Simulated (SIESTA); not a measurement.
# SrO under changes of volume

One of the cells (17.239 Å³/atom); the others are scaled copies at fixed shape and fractional positions:

```
Sr O
1.0
     0.00000    2.58330    2.58330
     2.58330    0.00000    2.58330
     2.58330    2.58330    0.00000
Sr O
1 1
Direct
  0.50000 0.50000 0.50000
  0.00000 0.00000 0.00000
```

```yaml
Program: SIESTA 5.4.2
Functional: PBE
Potentials_or_basis: PseudoDojo 0.4 standard (PBE files)
Basis: DZP (energy shift 0.003 Ry; two zetas on semicore shells; d shell added on Sr)
Grid_cutoff: 800 Ry
Energy_shift: 0.003 Ry
k_mesh: 9 × 9 × 9
Occupations: fermi-dirac, width 0.05 eV
Spin: no spin polarisation
```

```tsv
volume (Å³/atom)	energy over the lowest point (meV/atom)	pressure (GPa)	gap on the mesh (eV)
15.887	?	?	?
16.225	35.85	8.9	3.28
16.563	19.75	6.3	3.30
17.239	2.25	2.0	3.32
17.577	0.00	0.2	3.33
17.915	1.44	-1.5	3.33
```

What does the run at 15.887 Å³/atom give?

Energy over the lowest point 57.51 meV/atom; pressure 11.7 GPa; gap on the mesh 3.27 eV.

Worked out: A Birch-Murnaghan fit of order 3 (a polynomial in V^(-2/3)) to the other rows has its minimum at 17.61 Å³/atom with B0 = V·E''(V) = 92 GPa and B' = 4.2. It gives 57.59 meV/atom at 15.887 Å³/atom, against the run's 57.51, and -dE/dV = 11.7 GPa, against 11.7. A straight line through the other rows of the gap, of slope 0.512 eV per unit of ln V, extrapolates to 3.27 eV, against the run's 3.27.

Energies are extrapolated to zero smearing.

Caveats: an odd mesh through Γ misses points on the zone boundary, where band edges often lie; the basis of atomic orbitals isn't converged, which shifts pressures, moduli and gaps. Spin-orbit coupling on Sr is left out.
